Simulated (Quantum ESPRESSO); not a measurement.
Input of a Quantum ESPRESSO 7.5 run:

pw.in

```
&CONTROL
  calculation = 'scf'
  prefix = 'pwscf'
  outdir = './tmp'
  pseudo_dir = './pseudo'
  tprnfor = .true.
  tstress = .true.
  disk_io = 'low'
/
&SYSTEM
  ibrav = 0
  nat = 5
  ntyp = 3
  ecutwfc = 45
  ecutrho = 360
  nbnd = 28
  occupations = 'smearing'
  smearing = 'fd'
  degauss = 0.00367493
/
&ELECTRONS
  conv_thr = 1d-09
  electron_maxstep = 120
  mixing_beta = 0.5
/
ATOMIC_SPECIES
Ba   137.3270 ba_lda_v1.uspp.F.UPF
Ti    47.8670 ti_lda_v1.4.uspp.F.UPF
O     15.9990 o_lda_v1.2.uspp.F.UPF
CELL_PARAMETERS angstrom
   4.0060000000    0.0000000000    0.0000000000
   0.0000000000    4.0060000000    0.0000000000
   0.0000000000    0.0000000000    4.0060000000
ATOMIC_POSITIONS crystal
Ba     0.5000000000    0.5000000000    0.5000000000
Ti     0.0000000000    0.0000000000    0.0000000000
O      0.0000000000    0.0000000000    0.5000000000
O      0.0000000000    0.5000000000    0.0000000000
O      0.5000000000    0.0000000000    0.0000000000
K_POINTS automatic
4 4 4 0 0 0
```

Contents of nscf.in:

```
&CONTROL
  calculation = 'nscf'
  prefix = 'pwscf'
  outdir = './tmp'
  pseudo_dir = './pseudo'
  disk_io = 'low'
/
&SYSTEM
  ibrav = 0
  nat = 5
  ntyp = 3
  ecutwfc = 45
  ecutrho = 360
  nbnd = 50
  occupations = 'smearing'
  smearing = 'fd'
  degauss = 0.00367493
  nosym = .true.
  noinv = .true.
/
&ELECTRONS
  conv_thr = 1d-09
  electron_maxstep = 120
  mixing_beta = 0.5
  diago_full_acc = .true.
  startingwfc = 'random'
/
ATOMIC_SPECIES
Ba   137.3270 ba_lda_v1.uspp.F.UPF
Ti    47.8670 ti_lda_v1.4.uspp.F.UPF
O     15.9990 o_lda_v1.2.uspp.F.UPF
CELL_PARAMETERS angstrom
   4.0060000000    0.0000000000    0.0000000000
   0.0000000000    4.0060000000    0.0000000000
   0.0000000000    0.0000000000    4.0060000000
ATOMIC_POSITIONS crystal
Ba     0.5000000000    0.5000000000    0.5000000000
Ti     0.0000000000    0.0000000000    0.0000000000
O      0.0000000000    0.0000000000    0.5000000000
O      0.0000000000    0.5000000000    0.0000000000
O      0.5000000000    0.0000000000    0.0000000000
K_POINTS crystal
64
  0.00000000   0.00000000   0.00000000 1.56250000e-02
  0.00000000   0.00000000   0.25000000 1.56250000e-02
  0.00000000   0.00000000   0.50000000 1.56250000e-02
  0.00000000   0.00000000   0.75000000 1.56250000e-02
  0.00000000   0.25000000   0.00000000 1.56250000e-02
  0.00000000   0.25000000   0.25000000 1.56250000e-02
  0.00000000   0.25000000   0.50000000 1.56250000e-02
  0.00000000   0.25000000   0.75000000 1.56250000e-02
  0.00000000   0.50000000   0.00000000 1.56250000e-02
  0.00000000   0.50000000   0.25000000 1.56250000e-02
  0.00000000   0.50000000   0.50000000 1.56250000e-02
  0.00000000   0.50000000   0.75000000 1.56250000e-02
  0.00000000   0.75000000   0.00000000 1.56250000e-02
  0.00000000   0.75000000   0.25000000 1.56250000e-02
  0.00000000   0.75000000   0.50000000 1.56250000e-02
  0.00000000   0.75000000   0.75000000 1.56250000e-02
  0.25000000   0.00000000   0.00000000 1.56250000e-02
  0.25000000   0.00000000   0.25000000 1.56250000e-02
  0.25000000   0.00000000   0.50000000 1.56250000e-02
  0.25000000   0.00000000   0.75000000 1.56250000e-02
  0.25000000   0.25000000   0.00000000 1.56250000e-02
  0.25000000   0.25000000   0.25000000 1.56250000e-02
  0.25000000   0.25000000   0.50000000 1.56250000e-02
  0.25000000   0.25000000   0.75000000 1.56250000e-02
  0.25000000   0.50000000   0.00000000 1.56250000e-02
  0.25000000   0.50000000   0.25000000 1.56250000e-02
  0.25000000   0.50000000   0.50000000 1.56250000e-02
  0.25000000   0.50000000   0.75000000 1.56250000e-02
  0.25000000   0.75000000   0.00000000 1.56250000e-02
  0.25000000   0.75000000   0.25000000 1.56250000e-02
  0.25000000   0.75000000   0.50000000 1.56250000e-02
  0.25000000   0.75000000   0.75000000 1.56250000e-02
  0.50000000   0.00000000   0.00000000 1.56250000e-02
  0.50000000   0.00000000   0.25000000 1.56250000e-02
  0.50000000   0.00000000   0.50000000 1.56250000e-02
  0.50000000   0.00000000   0.75000000 1.56250000e-02
  0.50000000   0.25000000   0.00000000 1.56250000e-02
  0.50000000   0.25000000   0.25000000 1.56250000e-02
  0.50000000   0.25000000   0.50000000 1.56250000e-02
  0.50000000   0.25000000   0.75000000 1.56250000e-02
  0.50000000   0.50000000   0.00000000 1.56250000e-02
  0.50000000   0.50000000   0.25000000 1.56250000e-02
  0.50000000   0.50000000   0.50000000 1.56250000e-02
  0.50000000   0.50000000   0.75000000 1.56250000e-02
  0.50000000   0.75000000   0.00000000 1.56250000e-02
  0.50000000   0.75000000   0.25000000 1.56250000e-02
  0.50000000   0.75000000   0.50000000 1.56250000e-02
  0.50000000   0.75000000   0.75000000 1.56250000e-02
  0.75000000   0.00000000   0.00000000 1.56250000e-02
  0.75000000   0.00000000   0.25000000 1.56250000e-02
  0.75000000   0.00000000   0.50000000 1.56250000e-02
  0.75000000   0.00000000   0.75000000 1.56250000e-02
  0.75000000   0.25000000   0.00000000 1.56250000e-02
  0.75000000   0.25000000   0.25000000 1.56250000e-02
  0.75000000   0.25000000   0.50000000 1.56250000e-02
  0.75000000   0.25000000   0.75000000 1.56250000e-02
  0.75000000   0.50000000   0.00000000 1.56250000e-02
  0.75000000   0.50000000   0.25000000 1.56250000e-02
  0.75000000   0.50000000   0.50000000 1.56250000e-02
  0.75000000   0.50000000   0.75000000 1.56250000e-02
  0.75000000   0.75000000   0.00000000 1.56250000e-02
  0.75000000   0.75000000   0.25000000 1.56250000e-02
  0.75000000   0.75000000   0.50000000 1.56250000e-02
  0.75000000   0.75000000   0.75000000 1.56250000e-02
```

The input pw2wan.in:

```
&INPUTPP
  prefix = 'pwscf'
  outdir = './tmp'
  seedname = 'w'
  write_mmn = .true.
  write_amn = .true.
  scdm_proj = .true.
  scdm_entanglement = 'erfc'
  scdm_mu = 14.67
  scdm_sigma = 3
/
```

File bands.in:

```
&CONTROL
  calculation = 'bands'
  prefix = 'pwscf'
  outdir = './tmp'
  pseudo_dir = './pseudo'
  disk_io = 'low'
/
&SYSTEM
  ibrav = 0
  nat = 5
  ntyp = 3
  ecutwfc = 45
  ecutrho = 360
  nbnd = 50
  occupations = 'smearing'
  smearing = 'fd'
  degauss = 0.00367493
/
&ELECTRONS
  conv_thr = 1d-08
  electron_maxstep = 120
  mixing_beta = 0.5
  diago_full_acc = .true.
  startingwfc = 'random'
/
ATOMIC_SPECIES
Ba   137.3270 ba_lda_v1.uspp.F.UPF
Ti    47.8670 ti_lda_v1.4.uspp.F.UPF
O     15.9990 o_lda_v1.2.uspp.F.UPF
CELL_PARAMETERS angstrom
   4.0060000000    0.0000000000    0.0000000000
   0.0000000000    4.0060000000    0.0000000000
   0.0000000000    0.0000000000    4.0060000000
ATOMIC_POSITIONS crystal
Ba     0.5000000000    0.5000000000    0.5000000000
Ti     0.0000000000    0.0000000000    0.0000000000
O      0.0000000000    0.0000000000    0.5000000000
O      0.0000000000    0.5000000000    0.0000000000
O      0.5000000000    0.0000000000    0.0000000000
K_POINTS crystal
71
  0.00000000   0.00000000   0.00000000 1
  0.00000000   0.05555600   0.00000000 1
  0.00000000   0.11111100   0.00000000 1
  0.00000000   0.16666700   0.00000000 1
  0.00000000   0.22222200   0.00000000 1
  0.00000000   0.27777800   0.00000000 1
  0.00000000   0.33333300   0.00000000 1
  0.00000000   0.38888900   0.00000000 1
  0.00000000   0.44444400   0.00000000 1
  0.00000000   0.50000000   0.00000000 1
  0.05555600   0.50000000   0.00000000 1
  0.11111100   0.50000000   0.00000000 1
  0.16666700   0.50000000   0.00000000 1
  0.22222200   0.50000000   0.00000000 1
  0.27777800   0.50000000   0.00000000 1
  0.33333300   0.50000000   0.00000000 1
  0.38888900   0.50000000   0.00000000 1
  0.44444400   0.50000000   0.00000000 1
  0.50000000   0.50000000   0.00000000 1
  0.46153800   0.46153800   0.00000000 1
  0.42307700   0.42307700   0.00000000 1
  0.38461500   0.38461500   0.00000000 1
  0.34615400   0.34615400   0.00000000 1
  0.30769200   0.30769200   0.00000000 1
  0.26923100   0.26923100   0.00000000 1
  0.23076900   0.23076900   0.00000000 1
  0.19230800   0.19230800   0.00000000 1
  0.15384600   0.15384600   0.00000000 1
  0.11538500   0.11538500   0.00000000 1
  0.07692300   0.07692300   0.00000000 1
  0.03846200   0.03846200   0.00000000 1
  0.00000000   0.00000000   0.00000000 1
  0.03125000   0.03125000   0.03125000 1
  0.06250000   0.06250000   0.06250000 1
  0.09375000   0.09375000   0.09375000 1
  0.12500000   0.12500000   0.12500000 1
  0.15625000   0.15625000   0.15625000 1
  0.18750000   0.18750000   0.18750000 1
  0.21875000   0.21875000   0.21875000 1
  0.25000000   0.25000000   0.25000000 1
  0.28125000   0.28125000   0.28125000 1
  0.31250000   0.31250000   0.31250000 1
  0.34375000   0.34375000   0.34375000 1
  0.37500000   0.37500000   0.37500000 1
  0.40625000   0.40625000   0.40625000 1
  0.43750000   0.43750000   0.43750000 1
  0.46875000   0.46875000   0.46875000 1
  0.50000000   0.50000000   0.50000000 1
  0.46153800   0.50000000   0.46153800 1
  0.42307700   0.50000000   0.42307700 1
  0.38461500   0.50000000   0.38461500 1
  0.34615400   0.50000000   0.34615400 1
  0.30769200   0.50000000   0.30769200 1
  0.26923100   0.50000000   0.26923100 1
  0.23076900   0.50000000   0.23076900 1
  0.19230800   0.50000000   0.19230800 1
  0.15384600   0.50000000   0.15384600 1
  0.11538500   0.50000000   0.11538500 1
  0.07692300   0.50000000   0.07692300 1
  0.03846200   0.50000000   0.03846200 1
  0.00000000   0.50000000   0.00000000 1
  0.50000000   0.50000000   0.00000000 1
  0.50000000   0.50000000   0.05555600 1
  0.50000000   0.50000000   0.11111100 1
  0.50000000   0.50000000   0.16666700 1
  0.50000000   0.50000000   0.22222200 1
  0.50000000   0.50000000   0.27777800 1
  0.50000000   0.50000000   0.33333300 1
  0.50000000   0.50000000   0.38888900 1
  0.50000000   0.50000000   0.44444400 1
  0.50000000   0.50000000   0.50000000 1
```

File w.win:

```
num_wann = 30
num_bands = 45
auto_projections = true
dis_num_iter = 0
num_iter = 1200
search_shells = 100
kmesh_tol = 1.0d-4
conv_tol = 1.0d-8
conv_window = 4
num_print_cycles = 200
fermi_energy = 10.8228
bands_plot = true
write_hr = true
mp_grid = 4 4 4
exclude_bands = 1-5
begin unit_cell_cart
ang
  4.0060000000   0.0000000000   0.0000000000
  0.0000000000   4.0060000000   0.0000000000
  0.0000000000   0.0000000000   4.0060000000
end unit_cell_cart
begin atoms_frac
Ba   0.5000000000   0.5000000000   0.5000000000
Ti   0.0000000000   0.0000000000   0.0000000000
O    0.0000000000   0.0000000000   0.5000000000
O    0.0000000000   0.5000000000   0.0000000000
O    0.5000000000   0.0000000000   0.0000000000
end atoms_frac
begin kpoint_path
G   0.0000000000   0.0000000000   0.0000000000  X   0.0000000000   0.5000000000   0.0000000000
X   0.0000000000   0.5000000000   0.0000000000  M   0.5000000000   0.5000000000   0.0000000000
M   0.5000000000   0.5000000000   0.0000000000  G   0.0000000000   0.0000000000   0.0000000000
G   0.0000000000   0.0000000000   0.0000000000  R   0.5000000000   0.5000000000   0.5000000000
R   0.5000000000   0.5000000000   0.5000000000  X   0.0000000000   0.5000000000   0.0000000000
M   0.5000000000   0.5000000000   0.0000000000  R   0.5000000000   0.5000000000   0.5000000000
end kpoint_path
bands_num_points = 9
begin kpoints
  0.00000000   0.00000000   0.00000000
  0.00000000   0.00000000   0.25000000
  0.00000000   0.00000000   0.50000000
  0.00000000   0.00000000   0.75000000
  0.00000000   0.25000000   0.00000000
  0.00000000   0.25000000   0.25000000
  0.00000000   0.25000000   0.50000000
  0.00000000   0.25000000   0.75000000
  0.00000000   0.50000000   0.00000000
  0.00000000   0.50000000   0.25000000
  0.00000000   0.50000000   0.50000000
  0.00000000   0.50000000   0.75000000
  0.00000000   0.75000000   0.00000000
  0.00000000   0.75000000   0.25000000
  0.00000000   0.75000000   0.50000000
  0.00000000   0.75000000   0.75000000
  0.25000000   0.00000000   0.00000000
  0.25000000   0.00000000   0.25000000
  0.25000000   0.00000000   0.50000000
  0.25000000   0.00000000   0.75000000
  0.25000000   0.25000000   0.00000000
  0.25000000   0.25000000   0.25000000
  0.25000000   0.25000000   0.50000000
  0.25000000   0.25000000   0.75000000
  0.25000000   0.50000000   0.00000000
  0.25000000   0.50000000   0.25000000
  0.25000000   0.50000000   0.50000000
  0.25000000   0.50000000   0.75000000
  0.25000000   0.75000000   0.00000000
  0.25000000   0.75000000   0.25000000
  0.25000000   0.75000000   0.50000000
  0.25000000   0.75000000   0.75000000
  0.50000000   0.00000000   0.00000000
  0.50000000   0.00000000   0.25000000
  0.50000000   0.00000000   0.50000000
  0.50000000   0.00000000   0.75000000
  0.50000000   0.25000000   0.00000000
  0.50000000   0.25000000   0.25000000
  0.50000000   0.25000000   0.50000000
  0.50000000   0.25000000   0.75000000
  0.50000000   0.50000000   0.00000000
  0.50000000   0.50000000   0.25000000
  0.50000000   0.50000000   0.50000000
  0.50000000   0.50000000   0.75000000
  0.50000000   0.75000000   0.00000000
  0.50000000   0.75000000   0.25000000
  0.50000000   0.75000000   0.50000000
  0.50000000   0.75000000   0.75000000
  0.75000000   0.00000000   0.00000000
  0.75000000   0.00000000   0.25000000
  0.75000000   0.00000000   0.50000000
  0.75000000   0.00000000   0.75000000
  0.75000000   0.25000000   0.00000000
  0.75000000   0.25000000   0.25000000
  0.75000000   0.25000000   0.50000000
  0.75000000   0.25000000   0.75000000
  0.75000000   0.50000000   0.00000000
  0.75000000   0.50000000   0.25000000
  0.75000000   0.50000000   0.50000000
  0.75000000   0.50000000   0.75000000
  0.75000000   0.75000000   0.00000000
  0.75000000   0.75000000   0.25000000
  0.75000000   0.75000000   0.50000000
  0.75000000   0.75000000   0.75000000
end kpoints
```

Potentials or basis: GBRV 1.5 LDA.

Launch:

```sh
$ OMP_NUM_THREADS=1 pw.x -in pw.in > pw.out
$ OMP_NUM_THREADS=1 pw.x -in nscf.in > nscf.out
$ wannier90.x -pp w
$ OMP_NUM_THREADS=1 pw2wannier90.x -in pw2wan.in > pw2wan.out
$ wannier90.x w
$ OMP_NUM_THREADS=1 pw.x -in bands.in > bands.out
```

Estimate the total Wannier spread.

39.49 Å² over 30 functions.

What does it give for the RMS miss of the Wannier bands?

0.008 eV.

Predict the band gap along the path.

1.69 eV, indirect (least direct gap 1.81 eV).

Predict the band gap on the k mesh.

1.69 eV, indirect (least direct gap 1.81 eV).

Levels at the corners of the path, in eV from the valence-band top:
```
point  band 18  band 19  band 20  band 21  band 22  band 23
    Γ    -0.12    -0.12    -0.12     1.69     1.69     1.69
    X    -1.84    -0.70    -0.70     1.83     3.46     3.46
    M    -0.85    -0.85    -0.07     3.48     3.48     3.90
    Γ    -0.12    -0.12    -0.12     1.69     1.69     1.69
    R     0.00     0.00     0.00     4.15     4.15     4.15
    X    -1.84    -0.70    -0.70     1.83     3.46     3.46
    M    -0.85    -0.85    -0.07     3.48     3.48     3.90
    R     0.00     0.00     0.00     4.15     4.15     4.15
```

Caveat: spin-orbit coupling is left out, which moves the levels of the heavy elements. Expect the measured gap to be larger: semilocal functionals such as LDA lack the derivative discontinuity.
